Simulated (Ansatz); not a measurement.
Mg started on a S site in rocksalt MgS, 64 atoms, charge +2

All numbers come from Ansatz (PAW, plane waves, no spin–orbit coupling) at the single k point (¼, ¼, ¼) without its symmetry partners. The atoms were relaxed with PBEsol in a fixed cell; other functionals are single points on those atoms unless said otherwise. The valence top and gap of the host come from its small cell on a dense mesh, with the band extrema sought between the mesh points, lined up by the mean potential, PBEsol gap 2.73 eV, HSE06 gap 3.83 eV. The charge correction uses an assumed dielectric constant of 10.

Cell: a = 10.364 Å, b = 10.364 Å, c = 10.364 Å, α = 90.00°, β = 90.00°, γ = 90.00°.

Nearest atoms after relaxation, from the placed atom (for vacancies from the middle of the vacant sites): S at 2.62 Å, S at 2.63 Å, S at 2.63 Å, Mg at 2.69 Å, Mg at 2.69 Å, Mg at 2.69 Å, Mg at 3.24 Å, Mg at 3.24 Å.

Chemical potentials μ are those of reference phases of the elements at zero temperature by the same functional (the usual solids, diamond for C, grey Sn, and the molecules H2, N2, O2, F2, Cl2, Br2 and S8).

| functional | E(defect) − E(host) − Σ nμ + q·E_VBM (eV) | monopole (eV) | alignment (eV) | formation energy at E_F = VBM (eV) | moment (μB) | wall time, shared host |
| --- | --- | --- | --- | --- | --- | --- |
| PBEsol | 2.07 | 0.79 | -0.20 | 2.66 | 0 (no spin) | 7.3 s on NVIDIA GB200 (relaxation) |
| HSE06 | 1.21 | 0.79 | -0.19 | 1.81 | 0 (no spin) | 13 s on NVIDIA GB200 |

Task: How does the monopole term follow by hand for this cubic cell?

Result: q²·α·e²/(4πε₀)/(2εL) with the Madelung constant α = 2.837 and e²/4πε₀ = 14.40 eV·Å: 4 × 2.837 × 14.40 / (2 × 10 × 10.364) = 0.79 eV.

HSE06 one-electron levels near the gap (the ten most localised at most), from the host's valence top, not corrected for the charge's images:

| level (eV) | spin | filling | atoms sharing it | element of the atom with most weight |
| --- | --- | --- | --- | --- |
| -0.26 | both | 2.00 | 33.0 | spread |
| -0.10 | both | 2.00 | 35.8 | spread |
| -0.06 | both | 2.00 | 35.9 | spread |
| 0.95 | both | 2.00 | 8.3 | Mg |
| 3.89 | both | 0.00 | 14.6 | Mg |
| 4.07 | both | 0.00 | 13.5 | Mg |

All elements are taken at their own reference at once; growth conditions in equilibrium with the host shift these energies, by up to the host's formation enthalpy.

One k point and a cell of this size can leave errors of several tenths of an eV in such numbers.
